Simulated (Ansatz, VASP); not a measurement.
# One calculation of ZnSe, two programs

The input INCAR:

```
ALGO = Normal
EDIFF = 1E-6
ENCUT = 520
GGA = PE
ISIF = 2
ISMEAR = -1
LASPH = True
LCHARG = True
LELF = True
LREAL = False
LVHAR = True
LWAVE = False
NBANDS = 16
NELM = 100
PREC = Accurate
SIGMA = 0.03
```

Contents of KPOINTS:

```
k-points
0
Gamma
  8 8 8
```

Contents of POSCAR:

```
ZnSe
1.0
    0.0000000000      2.8525674344      2.8525674344
    2.8525674344      0.0000000000      2.8525674344
    2.8525674344      2.8525674344      0.0000000000
Zn Se
1 1
Direct
    0.0000000000      0.0000000000      0.0000000000
    0.7500000000      0.7500000000      0.7500000000
```

Input for Ansatz:

```yaml
crystal:
  lattice:
    - [0.0, 2.8525674344, 2.8525674344]
    - [2.8525674344, 0.0, 2.8525674344]
    - [2.8525674344, 2.8525674344, 0.0]
  atoms:
    - { symbol: Zn, position: [0.0, 0.0, 0.0] }
    - { symbol: Se, position: [0.75, 0.75, 0.75] }
kpoints:
  mp_grid: { grid: [8, 8, 8] }
  band_path:
    path:
      - [0.0, 0.0, 0.0]
      - [-0.5, -0.5, 0.0]
      - [-0.375, -0.375, 0.25]
      - [-0.375, 0.0, 0.375]
      - [0.0, 0.0, 0.0]
      - [0.0, 0.0, 0.5]
      - [-0.5, -0.25, 0.25]
      - [-0.5, -0.5, 0.0]
    npoints: 5
scf:
  occupations: { method: fermi_dirac, width: 0.03 }
hamiltonian:
  xc: pbe
  pseudopotentials: { kind: all_electron, lapw: { basis_error: 0.001 } }
output:
  forces: true
  stress: true
  eigenvalues: true
```

Change from the starting cell: volume scaled by 1.02.

Alike in both runs: task single point; functional PBE; k mesh 8 × 8 × 8; occupations fermi-dirac, width 0.03 eV; no spin polarisation.

```csv
,VASP,Ansatz
version,VASP 6.6.1,Ansatz 0.2.0
potentials or method,"VASP PAW PBE potentials, release 64 (Zn, Se)","all-electron LAPW, scalar-relativistic"
plane-wave cutoff (eV),520,see its input
```

Ansatz gave:

| Quantity | Value |
| --- | --- |
| gap on the k mesh at the Fermi level (eV) | 1.21 |
| pressure (GPa) | 0.9 |

What did VASP give for the same quantities?

gap on the k mesh at the Fermi level (eV): 1.21; pressure (GPa): 1.1.

Ansatz ran all-electron here, so the differences hold the error of VASP's frozen core and of both bases.
